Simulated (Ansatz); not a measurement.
# ZnTe, response to strain

Take ZnTe in the zinc blende structure (space group F-43m, No. 216; a = 6.113 Å) as the base. Axes: x, y, z lie along the cube axes.

Strains are applied to the cell and any free atomic positions relax; under biaxial strain the out-of-plane vector relaxes too.

All numbers come from Ansatz (a quantum-chemistry and plane-wave program) r2SCAN, no spin-orbit coupling.

Candidates:
(a) biaxial strain −4.32 %, plane normal [111], relaxed out of plane
(b) tensor shear ε_yz = +2.68 %
(c) tensor shear ε_yz = −3.68 %

Base values:

| Item | Result |
|---|---|
| Band gap | 1.79 eV |

**Question.** Order them by band gap, highest first.

**Answer.** (a) biaxial strain −4.32 %, plane normal [111], relaxed out of plane (1.75 eV), (b) tensor shear ε_yz = +2.68 % (1.57 eV), (c) tensor shear ε_yz = −3.68 % (1.46 eV)

With Te present, leaving out spin-orbit coupling can change the band edges. No phonon test of stability was made.
